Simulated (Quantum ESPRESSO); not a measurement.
# Sn (Fd-3m) in Quantum ESPRESSO: a series of runs

One crystal, Sn, is run at these levels: LDA; tasks: single point, equation of state.

Program: Quantum ESPRESSO 7.5. These are calculated values, not measurements. Logs are shortened: lines on timing, memory, paths and dates and some standing lists are left out, and cuts for length are marked.

## 1. The crystal as given

It takes space group Fd-3m (No. 227, cubic). Conventional cell: a = 6.467 Å, b = 6.467 Å, c = 6.467 Å, α = 90.00°, β = 90.00°, γ = 90.00°. Sn (site symmetry -43m) has 4 Sn at 2.80 Å as nearest neighbours.

This isn't the form of Sn at room conditions, which is tetragonal (white tin).

## 2. Single point, LDA, 31.77 Å³/atom

Contents of pw.in:

```
&CONTROL
  calculation = 'scf'
  prefix = 'pwscf'
  outdir = './tmp'
  pseudo_dir = './pseudo'
  tprnfor = .true.
  tstress = .true.
  disk_io = 'nowf'
/
&SYSTEM
  ibrav = 0
  nat = 2
  ntyp = 1
  ecutwfc = 72
  nbnd = 21
  occupations = 'smearing'
  smearing = 'fd'
  degauss = 0.00367493
/
&ELECTRONS
  conv_thr = 4d-10
  electron_maxstep = 120
  mixing_beta = 0.5
/
ATOMIC_SPECIES
Sn   118.7100 Sn.upf
CELL_PARAMETERS angstrom
   0.0000000000    3.1673376916    3.1673376916
   3.1673376916    0.0000000000    3.1673376916
   3.1673376916    3.1673376916    0.0000000000
ATOMIC_POSITIONS crystal
Sn     0.7500000000    0.7500000000    0.7500000000
Sn     0.5000000000    0.5000000000    0.5000000000
K_POINTS automatic
7 7 7 0 0 0
```

Potentials or basis: PseudoDojo 0.4.1 SR LDA standard.

Started as:

```
$ OMP_NUM_THREADS=1 pw.x -in pw.in > pw.out
```

pw.out:

```text
This program is part of the open-source Quantum ESPRESSO suite
     for quantum simulation of materials; please cite
[... 9 lines left out ...]
     --------------------
     sticks:   dense  smooth     PW     G-vecs:    dense   smooth      PW
     Sum        1417    1417    421                35557    35557    5577

     Using Slab Decomposition

     bravais-lattice index     =            0
     lattice parameter (alat)  =       8.4646  a.u.
     unit-cell volume          =     428.8542 (a.u.)^3
     number of atoms/cell      =            2
     number of atomic types    =            1
     number of electrons       =        28.00
     number of Kohn-Sham states=           21
     kinetic-energy cutoff     =      72.0000  Ry
     charge density cutoff     =     288.0000  Ry
     scf convergence threshold =      4.0E-10
     mixing beta               =       0.5000
     number of iterations used =            8  plain     mixing
     Exchange-correlation= SLA  PW   NOGX NOGC
                           (   1   4   0   0   0   0   0)

     celldm(1)=   8.464635  celldm(2)=   0.000000  celldm(3)=   0.000000
     celldm(4)=   0.000000  celldm(5)=   0.000000  celldm(6)=   0.000000

     crystal axes: (cart. coord. in units of alat)
               a(1) = (   0.000000   0.707107   0.707107 )
               a(2) = (   0.707107   0.000000   0.707107 )
               a(3) = (   0.707107   0.707107   0.000000 )

     reciprocal axes: (cart. coord. in units 2 pi/alat)
               b(1) = ( -0.707107  0.707107  0.707107 )
               b(2) = (  0.707107 -0.707107  0.707107 )
               b(3) = (  0.707107  0.707107 -0.707107 )

     PseudoPot. # 1 for Sn read from file:
     Sn.upf
     Pseudo is Norm-conserving + core correction, Zval = 14.0
     Generated using ONCVPSP code by D. R. Hamann
     Using radial grid of 1608 points,  6 beta functions with:
                l(1) =   0
                l(2) =   0
                l(3) =   1
                l(4) =   1
                l(5) =   2
                l(6) =   2

     atomic species   valence    mass     pseudopotential
     Sn               14.00   118.71000     Sn( 1.00)

     48 Sym. Ops., with inversion, found (24 have fractional translation)

   Cartesian axes

     site n.     atom                  positions (alat units)
         1        Sn     tau(   1) = (   1.0606602   1.0606602   1.0606602  )
         2        Sn     tau(   2) = (   0.7071068   0.7071068   0.7071068  )

     number of k points=    20  Fermi-Dirac smearing, width (Ry)=  0.0037
                       cart. coord. in units 2pi/alat
        k(    1) = (   0.0000000   0.0000000   0.0000000), wk =   0.0058309
        k(    2) = (   0.1010153   0.1010153  -0.1010153), wk =   0.0466472
        k(    3) = (   0.2020305   0.2020305  -0.2020305), wk =   0.0466472
        k(    4) = (   0.3030458   0.3030458  -0.3030458), wk =   0.0466472
        k(    5) = (   0.2020305  -0.0000000   0.0000000), wk =   0.0349854
        k(    6) = (   0.3030458   0.1010153  -0.1010153), wk =   0.1399417
[... 12 lines left out ...]
        k(   19) = (  -0.1010153  -0.5050763   0.7071068), wk =   0.1399417
        k(   20) = (   0.0000000  -0.4040610   0.6060915), wk =   0.1399417

     Dense  grid:    35557 G-vectors     FFT dimensions: (  48,  48,  48)

     Initial potential from superposition of free atoms

     starting charge      27.9975, renormalised to      28.0000
     Starting wfcs are   18 randomized atomic wfcs +    3 random wfcs

     Self-consistent Calculation

     iteration #  1     ecut=    72.00 Ry     beta= 0.50
     Davidson diagonalization with overlap
     ethr =  1.00E-02,  avg # of iterations =  5.8

     Threshold (ethr) on eigenvalues was too large:
     Diagonalizing with lowered threshold

     Davidson diagonalization with overlap
     ethr =  1.02E-04,  avg # of iterations =  3.2

     total energy              =    -314.31057046 Ry
     estimated scf accuracy    <       0.02930173 Ry
[... 43 lines left out ...]
     iteration #  8     ecut=    72.00 Ry     beta= 0.50
     Davidson diagonalization with overlap
     ethr =  6.97E-11,  avg # of iterations =  2.0

     End of self-consistent calculation

          k = 0.0000 0.0000 0.0000 (  4477 PWs)   bands (ev):

   -13.0809 -13.0809 -13.0809 -13.0087 -13.0087 -12.6319 -12.6319 -12.6319
   -12.6133 -12.6133  -2.4505   8.3898   8.8118   8.8118   8.8118  10.8918
    10.8918  10.8918  13.6704  16.9507  16.9509

          k = 0.1010 0.1010-0.1010 (  4444 PWs)   bands (ev):
[... 13 lines left out ...]
   -13.1237 -13.1237 -13.0509 -12.9363 -12.9363 -12.6981 -12.6981 -12.6715
   -12.5616 -12.5616  -0.8537   2.3602   7.5353   7.5353   8.7873  11.9927
    11.9927  14.3153  16.5067  17.2564  17.2564

          k = 0.2020-0.0000 0.0000 (  4456 PWs)   bands (ev):

   -13.0941 -13.0941 -13.0923 -12.9886 -12.9598 -12.7076 -12.6324 -12.6123
   -12.6123 -12.5835  -2.1668   6.2230   7.8432   7.8432  10.1967  10.7198
    12.2009  12.2009  14.6804  15.0095  17.1906

          k = 0.3030 0.1010-0.1010 (  4440 PWs)   bands (ev):
[... 25 lines left out ...]
   -13.1182 -13.1092 -13.0625 -12.9705 -12.9470 -12.7022 -12.6815 -12.6277
   -12.5915 -12.5623  -1.8926   5.0458   6.9290   8.3258  10.1300  11.5263
    11.7108  12.9495  15.0082  15.8135  16.0241

          k = 0.4041-0.0000 0.0000 (  4424 PWs)   bands (ev):

   -13.1206 -13.1206 -13.0798 -12.9327 -12.8649 -12.8186 -12.6862 -12.5991
   -12.5709 -12.5709  -1.3267   3.9365   6.7142   6.7142   9.4378  10.7375
    14.3042  14.3042  15.1596  17.5490  17.9159

          k = 0.5051 0.1010-0.1010 (  4425 PWs)   bands (ev):
[... 7 lines left out ...]
   -13.1684 -13.1407 -12.9904 -12.8620 -12.8511 -12.8274 -12.7649 -12.7001
   -12.5385 -12.5115   0.0632   1.7813   5.1244   6.5903   9.8767  12.7517
    13.7264  14.2653  16.1544  17.1442  18.6890

          k = 0.0000-0.4041 0.4041 (  4432 PWs)   bands (ev):

   -13.1638 -13.1414 -12.9882 -12.9052 -12.8661 -12.7696 -12.7609 -12.7064
   -12.5371 -12.5188  -0.4329   2.3923   5.0893   7.0917  10.1938  13.3597
    13.3835  13.6816  15.5818  15.6044  18.9126

          k = 0.6061-0.0000 0.0000 (  4428 PWs)   bands (ev):

   -13.1397 -13.1397 -13.0246 -12.9321 -12.8526 -12.7647 -12.7584 -12.6628
   -12.5399 -12.5399   0.0307   1.8264   6.0988   6.0988   9.2488   9.7201
    16.3624  16.3624  17.4251  19.1305  19.1405

          k =-0.0000-0.6061 0.6061 (  4400 PWs)   bands (ev):

   -13.1577 -13.1428 -12.9810 -12.9403 -12.8155 -12.8043 -12.7474 -12.7085
   -12.5350 -12.5205   0.7591   1.0484   5.4587   6.1507   9.5101  10.5211
    15.8067  16.0361  17.0070  18.0598  19.4832

          k = 0.4041 0.2020 0.0000 (  4434 PWs)   bands (ev):

   -13.1379 -13.1363 -13.0341 -12.9310 -12.8774 -12.7931 -12.6945 -12.6621
   -12.5507 -12.5453  -1.0902   3.3910   5.9139   7.0182  10.8607  11.1438
    12.5432  14.0492  15.9639  17.2314  18.0200

          k =-0.2020-0.4041 0.6061 (  4423 PWs)   bands (ev):
[... 7 lines left out ...]
   -13.1558 -13.1531 -12.9817 -12.8961 -12.8561 -12.7868 -12.7688 -12.7060
   -12.5260 -12.5237   0.1685   1.7310   5.5068   5.8667  10.5670  10.8396
    13.7982  15.6117  17.2594  18.1217  19.4239

          k = 0.0000-0.4041 0.6061 (  4413 PWs)   bands (ev):

   -13.1698 -13.1542 -12.9522 -12.8687 -12.8438 -12.8036 -12.7965 -12.7316
   -12.5242 -12.5089   0.4747   1.4223   5.0488   5.9419  10.9464  12.8139
    13.3479  13.3817  16.7790  17.7724  19.6692

     the Fermi energy is     8.7191 ev

!    total energy              =    -314.31036920 Ry
     estimated scf accuracy    <          2.4E-10 Ry
     smearing contrib. (-TS)   =      -0.00012114 Ry
     internal energy E=F+TS    =    -314.31024806 Ry

     The total energy is F=E-TS. E is the sum of the following terms:
     one-electron contribution =    -135.73489611 Ry
     hartree contribution      =      84.71111836 Ry
     xc contribution           =     -86.88852216 Ry
     ewald contribution        =    -176.39794815 Ry

     convergence has been achieved in   8 iterations

     Forces acting on atoms (cartesian axes, Ry/au):

     atom    1 type  1   force =    -0.00000000    0.00000000    0.00000000
     atom    2 type  1   force =     0.00000000    0.00000000   -0.00000000

     Total force =     0.000000     Total SCF correction =     0.000000

     Computing stress (Cartesian axis) and pressure

          total   stress  (Ry/bohr**3)                   (kbar)     P=       34.19
   0.00023245   0.00000000   0.00000000           34.19        0.00        0.00
   0.00000000   0.00023245   0.00000000            0.00       34.19        0.00
   0.00000000   0.00000000   0.00023245            0.00        0.00       34.19

=------------------------------------------------------------------------------=
   JOB DONE.
=------------------------------------------------------------------------------=
```

Run time: 22 s. Hardware: 1 thread of Arm Neoverse V2, shared host; peak memory 0.09 GiB.

Results:

| Property | Result |
| --- | --- |
| Free energy | -4276.4104 eV |
| Pressure | 3.4 GPa |
| Band gap on the k mesh | none (metal or under the smearing width) |

## 3. Single point, LDA, 32.45 Å³/atom

Changes to pw.in since step 2:

```diff
@@ -27,5 +27,5 @@
 CELL_PARAMETERS angstrom
-   0.0000000000    3.1673376916    3.1673376916
-   3.1673376916    0.0000000000    3.1673376916
-   3.1673376916    3.1673376916    0.0000000000
+   0.0000000000    3.1896436215    3.1896436215
+   3.1896436215    0.0000000000    3.1896436215
+   3.1896436215    3.1896436215    0.0000000000
 ATOMIC_POSITIONS crystal
```

Potentials or basis: PseudoDojo 0.4.1 SR LDA standard.

Started as:

```
$ OMP_NUM_THREADS=1 pw.x -in pw.in > pw.out
```

It took 29 s on 1 thread of Arm Neoverse V2, shared host; peak memory 0.09 GiB.

Results (log left out):

| Item | Value |
| --- | --- |
| Free energy | -4276.4341 eV |
| Pressure | 2.2 GPa |
| Band gap on the k mesh | none (metal or under the smearing width) |

## 4. Single point, LDA, 33.13 Å³/atom

Changes to pw.in since step 3:

```diff
@@ -27,5 +27,5 @@
 CELL_PARAMETERS angstrom
-   0.0000000000    3.1896436215    3.1896436215
-   3.1896436215    0.0000000000    3.1896436215
-   3.1896436215    3.1896436215    0.0000000000
+   0.0000000000    3.2116418589    3.2116418589
+   3.2116418589    0.0000000000    3.2116418589
+   3.2116418589    3.2116418589    0.0000000000
 ATOMIC_POSITIONS crystal
```

Started as:

```
$ OMP_NUM_THREADS=1 pw.x -in pw.in > pw.out
```

It took 36 s on 1 thread of Arm Neoverse V2, shared host; peak memory 0.09 GiB.

It converged, with:

- Free energy: -4276.4480 eV
- Pressure: 1.1 GPa
- Band gap on the k mesh: none (metal or under the smearing width)

## 5. Single point, LDA, 33.80 Å³/atom

Changes to pw.in since step 4:

```diff
@@ -27,5 +27,5 @@
 CELL_PARAMETERS angstrom
-   0.0000000000    3.2116418589    3.2116418589
-   3.2116418589    0.0000000000    3.2116418589
-   3.2116418589    3.2116418589    0.0000000000
+   0.0000000000    3.2333428000    3.2333428000
+   3.2333428000    0.0000000000    3.2333428000
+   3.2333428000    3.2333428000    0.0000000000
 ATOMIC_POSITIONS crystal
```

Started as:

```
$ OMP_NUM_THREADS=1 pw.x -in pw.in > pw.out
```

Run time: 28 s. Hardware: 1 thread of Arm Neoverse V2, shared host; peak memory 0.09 GiB.

The run converged. Its results:

```
Free energy            : -4276.4532 eV
Pressure               : 0.1 GPa
Band gap on the k mesh : none (metal or under the smearing width)
```

## 6. Single point, LDA, 34.48 Å³/atom

Changes to pw.in since step 5:

```diff
@@ -27,5 +27,5 @@
 CELL_PARAMETERS angstrom
-   0.0000000000    3.2333428000    3.2333428000
-   3.2333428000    0.0000000000    3.2333428000
-   3.2333428000    3.2333428000    0.0000000000
+   0.0000000000    3.2547562903    3.2547562903
+   3.2547562903    0.0000000000    3.2547562903
+   3.2547562903    3.2547562903    0.0000000000
 ATOMIC_POSITIONS crystal
```

Potentials or basis: PseudoDojo 0.4.1 SR LDA standard.

Started as:

```
$ OMP_NUM_THREADS=1 pw.x -in pw.in > pw.out
```

Wall time 28 s (1 thread of Arm Neoverse V2, shared host); peak memory 0.09 GiB.

The run converged. Its results:

| Property | Result |
| --- | --- |
| Free energy | -4276.4507 eV |
| Pressure | -0.7 GPa |
| Band gap on the k mesh | none (metal or under the smearing width) |

## 7. Single point, LDA, 35.16 Å³/atom

Changes to pw.in since step 6:

```diff
@@ -27,5 +27,5 @@
 CELL_PARAMETERS angstrom
-   0.0000000000    3.2547562903    3.2547562903
-   3.2547562903    0.0000000000    3.2547562903
-   3.2547562903    3.2547562903    0.0000000000
+   0.0000000000    3.2758916636    3.2758916636
+   3.2758916636    0.0000000000    3.2758916636
+   3.2758916636    3.2758916636    0.0000000000
 ATOMIC_POSITIONS crystal
```

Started as:

```
$ OMP_NUM_THREADS=1 pw.x -in pw.in > pw.out
```

Run time: 27 s. Hardware: 1 thread of Arm Neoverse V2, shared host; peak memory 0.09 GiB.

Results (log left out):

```yaml
Free_energy: -4276.4414 eV
Pressure: -1.5 GPa
Band_gap_on_the_k_mesh: none (metal or under the smearing width)
```

## 8. Single point, LDA, 35.83 Å³/atom

Changes to pw.in since step 7:

```diff
@@ -27,5 +27,5 @@
 CELL_PARAMETERS angstrom
-   0.0000000000    3.2758916636    3.2758916636
-   3.2758916636    0.0000000000    3.2758916636
-   3.2758916636    3.2758916636    0.0000000000
+   0.0000000000    3.2967577782    3.2967577782
+   3.2967577782    0.0000000000    3.2967577782
+   3.2967577782    3.2967577782    0.0000000000
 ATOMIC_POSITIONS crystal
```

Started as:

```
$ OMP_NUM_THREADS=1 pw.x -in pw.in > pw.out
```

Run time: 27 s. Hardware: 1 thread of Arm Neoverse V2, shared host; peak memory 0.1 GiB.

Results (log left out):

```
Free energy            : -4276.4262 eV
Pressure               : -2.1 GPa
Band gap on the k mesh : none (metal or under the smearing width)
```

## 9. Equation of state, LDA

Potentials or basis: PseudoDojo 0.4.1 SR LDA standard.

This step only gathers the single runs of the series.

Results:

- Equilibrium volume: 33.91 Å³/atom
- Bulk modulus: 45 GPa
- Pressure derivative of the bulk modulus: 5.2

Energy against volume, from the lowest point:
```csv
volume (Å³/atom),energy (meV/atom)
31.775,21.37
32.451,9.53
33.127,2.59
33.803,0.00
34.479,1.24
35.155,5.87
35.831,13.49
```
